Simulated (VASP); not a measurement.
# KCl (Fm-3m) in VASP: settings compared, part 2 of 2

VASP 6.6.1. Earlier steps stand in the parts before.

## (4) Relaxation of cell and atoms, RPBE

File INCAR:

```
PREC = Accurate
ENCUT = 600
EDIFF = 1E-7
ISMEAR = 0
SIGMA = 0.02
LREAL = False
LASPH = True
NELM = 60
ALGO = Normal
ISIF = 3
LWAVE = False
LCHARG = False
GGA = RP
IBRION = 2
NSW = 90
EDIFFG = -0.005
```

File KPOINTS:

```
Automatic mesh
0
Gamma
  6 6 6
```

File POSCAR:

```
KCl
1.0
    0.0000000000      3.1341000000      3.1341000000
    3.1341000000      0.0000000000      3.1341000000
    3.1341000000      3.1341000000      0.0000000000
K Cl
1 1
Direct
    0.0000000000      0.0000000000      0.0000000000
    0.5000000000      0.5000000000      0.5000000000
```

Potentials or basis: VASP PAW PBE potentials, release 64 (K_sv, Cl).

The run is started by

```bash
> cat potpaw_PBE.64/K_sv/POTCAR potpaw_PBE.64/Cl/POTCAR > POTCAR
> mpirun -np 1 vasp_std > vasp.out
```

OUTCAR:

```text
PREC = Accurate
   ENCUT = 600
   EDIFF = 1E-7
   ISMEAR = 0
   LREAL = False
   LASPH = True
   NELM = 60
   ISIF = 3
   GGA = RP
   IBRION = 2
   NSW = 90
   EDIFFG = -0.005

 ion  position               nearest neighbor table
   1  0.000  0.000  0.000-   2 3.13   2 3.13   2 3.13   2 3.13   2 3.13   2 3.13
   2  0.500  0.500  0.500-   1 3.13   1 3.13   1 3.13   1 3.13   1 3.13   1 3.13

  LATTYP: Found a face centered cubic cell.
 ALAT       =     6.2682000000

  Lattice vectors:

 A1 = (   0.0000000000,   3.1341000000,   3.1341000000)
 A2 = (   3.1341000000,   0.0000000000,   3.1341000000)
 A3 = (   3.1341000000,   3.1341000000,   0.0000000000)

Analysis of symmetry for initial positions (statically):
=====================================================================
 Subroutine PRICEL returns:
 Original cell was already a primitive cell.

 Routine SETGRP: Setting up the symmetry group for a
 face centered cubic supercell.

 Subroutine GETGRP returns: Found 48 space group operations
 (whereof 48 operations were pure point group operations)
 out of a pool of 48 trial point group operations.

The static configuration has the point symmetry O_h .
[... 144 lines left out ...]

 number of electron      16.0000002 magnetization

 Free energy of the ion-electron system (eV)
  ---------------------------------------------------
  ext. energy  EPLUGINS =         0.00000000
  ---------------------------------------------------
  free energy    TOTEN  =        -6.44309727 eV

  energy without entropy =       -6.44309727  energy(sigma->0) =       -6.44309727

------------------------ aborting loop because EDIFF is reached ----------------------------------------

  FORCE on cell =-STRESS in cart. coord.  units (eV):
  Direction    XX          YY          ZZ          XY          YZ          ZX
  --------------------------------------------------------------------------------------
  -------------------------------------------------------------------------------------
  Total        1.0380552      1.0380552      1.0380552      0.0000000     -0.0000000      0.0000000
  in kB       27.0123581     27.0123581     27.0123581      0.0000000     -0.0000000      0.0000000
  external PRESSURE =      27.0123581 kB  Pullay stress =       0.0000000 kB
[... 131 lines left out ...]
--------------------------------------- Ionic step        5  -------------------------------------------

 number of electron      16.0000002 magnetization

 Free energy of the ion-electron system (eV)
  ---------------------------------------------------
  ext. energy  EPLUGINS =         0.00000000
  ---------------------------------------------------
  free energy    TOTEN  =        -6.51483955 eV

  energy without entropy =       -6.51483955  energy(sigma->0) =       -6.51483955

 E-fermi :  -2.0821     XC(G=0):  -6.6420

 val. band max:       -2.1851801412   @ k =   0.0000   0.0000   0.0000
 cond. band min:       2.8952951875   @ k =   0.0000   0.0000   0.0000
 fundamental gap:      5.0804753286
 Fermi energy:        -2.0821002990

 k-point     1 :       0.0000    0.0000    0.0000
  band No.  band energies     occupation
      1     -29.8602      2.00000
      2     -14.1668      2.00000
      3     -13.2730      2.00000
      4     -13.2730      2.00000
      5     -13.2730      2.00000
      6      -2.1852      2.00000
      7      -2.1852      2.00000
      8      -2.1852      2.00000
      9       2.8953      0.00000
     10       6.2597      0.00000
     11       6.2597      0.00000
     12       6.2597      0.00000
[... 252 lines left out ...]
  FREE ENERGIE OF THE ION-ELECTRON SYSTEM (eV)
  ---------------------------------------------------
  free  energy   TOTEN  =        -6.5148395484 eV

  energy  without entropy=       -6.5148395484  energy(sigma->0) =       -6.51483955

 reached required accuracy - stopping structural energy minimisation
```

OSZICAR:

```text
N       E                     dE             d eps       ncg     rms          rms(c)
DAV:   1     0.117285875360E+03    0.11729E+03   -0.78056E+03   384   0.133E+03
DAV:   2     0.114526202713E+01   -0.11614E+03   -0.10759E+03   464   0.296E+02
DAV:   3    -0.643145048417E+01   -0.75767E+01   -0.75267E+01   484   0.707E+01
[... 60 lines left out ...]
DAV:   5    -0.651483937977E+01   -0.17806E-04   -0.37501E-05   720   0.356E-02    0.710E-03
DAV:   6    -0.651483876140E+01    0.61837E-06   -0.15303E-06   632   0.126E-02    0.306E-03
DAV:   7    -0.651484010831E+01   -0.13469E-05   -0.38008E-07   472   0.554E-03    0.171E-03
DAV:   8    -0.651483963215E+01    0.47616E-06   -0.32740E-08   316   0.203E-03    0.203E-04
DAV:   9    -0.651483954837E+01    0.83786E-07   -0.53395E-09   256   0.778E-04
   5 F= -.65148395E+01 E0= -.65148395E+01  d E =-.717423E-01
```

CONTCAR:

```text
KCl
   1.00000000000000
    -0.0000000000000000    3.2914969363780511    3.2914969363780511
     3.2914969363780511   -0.0000000000000000    3.2914969363780511
     3.2914969363780511    3.2914969363780511    0.0000000000000000
  K               Cl
     1     1
Direct
     0.0000000000000000    0.0000000000000000    0.0000000000000000
     0.5000000000000000    0.5000000000000000    0.5000000000000000

  0.00000000E+00  0.00000000E+00  0.00000000E+00
  0.00000000E+00  0.00000000E+00  0.00000000E+00
```

Wall time 67 s (1 thread of Intel Xeon Platinum 8488C (Sapphire Rapids), shared host); peak memory 0.21 GiB.

What came out:

```
Free energy                            : -6.5148 eV
Relaxed volume                         : 35.66 Å³/atom
Relaxed cell                           : a = 4.655 Å, b = 4.655 Å, c = 4.655 Å, α = 60.00°, β = 60.00°, γ = 60.00°
Space group after relaxing (to 0.05 Å) : Fm-3m (No. 225)
Energy gained by relaxing              : 35.9 meV/atom
Ionic steps                            : 5
Pressure after relaxing                : 0.0 GPa
Band gap on the k mesh                 : 5.08 eV, direct
```

The path:
```tsv
step	energy change (eV)	largest force (eV/Å)	pressure (GPa)	volume (Å³)
1	0.0000	0.0000	2.70	61.57
2	-0.0552	0.0000	1.13	66.31
3	-0.0658	0.0000	-0.55	74.69
4	-0.0717	0.0000	-0.06	71.66
5	-0.0717	0.0000	0.00	71.32
```

Final structure:
```
CELL_PARAMETERS angstrom
0.00000 3.29150 3.29150
3.29150 0.00000 3.29150
3.29150 3.29150 0.00000
ATOMIC_POSITIONS crystal
K 0.00000 0.00000 0.00000
Cl 0.50000 0.50000 0.50000
```

Levels at points of the mesh, in eV from the valence-band top:
| k point | band 6 | band 7 | band 8 | band 9 | band 10 | band 11 |
| --- | --- | --- | --- | --- | --- | --- |
| (0.00, 0.00, 0.00) | 0.00 | 0.00 | 0.00 | 5.08 | 8.44 | 8.44 |
| (0.50, 0.00, 0.00) | -0.80 | -0.22 | -0.22 | 7.50 | 8.30 | 10.20 |
| (0.50, 0.50, 0.00) | -0.54 | -0.19 | -0.19 | 6.84 | 8.00 | 9.62 |

Caveat: the volume moved by over 15 % at a fixed basis, so the end points are rough; the PAW data sets were made with another functional, which shifts forces and pressure a little; the volume moved by +16 % from the deposited cell, more than functionals usually miss.

## (5) Overview

```tsv
task	level	potentials or basis	cell	cutoff (eV)	gap on the mesh (eV)	pressure (GPa)	relaxed volume (Å³/atom)
single point	PBEsol	VASP PAW PBE potentials, release 64 (K_sv, Cl)	as given	520	5.06	-0.2	-
relaxation of cell and atoms	PBEsol	VASP PAW PBE potentials, release 64 (K_pv, Cl)	relaxed	580	5.02	0.0	31.12
relaxation of cell and atoms	RPBE	VASP PAW PBE potentials, release 64 (K_sv, Cl)	relaxed	600	5.08	0.0	35.66
```

Alike in all rows: no spin polarisation; k mesh 6 × 6 × 6; smearing gaussian 0.02 eV.

Caveats: the PAW data sets were made with another functional, which shifts forces and pressure a little; the volume moved by over 15 % at a fixed basis, so the end points are rough (some runs); the volume moved by +16 % from the deposited cell, more than functionals usually miss (some runs).

Absolute energies hang on the potentials; compare differences alone.

## (6) Comparison with measurements

Step 2. Measured gap of KCl: 8.68 eV (a printed reference work, monograph). This calculation gives 5.06 eV (-3.62 eV). The value is that of PBEsol, without temperature or zero-point motion. Semilocal functionals fall short of measured gaps as a rule.
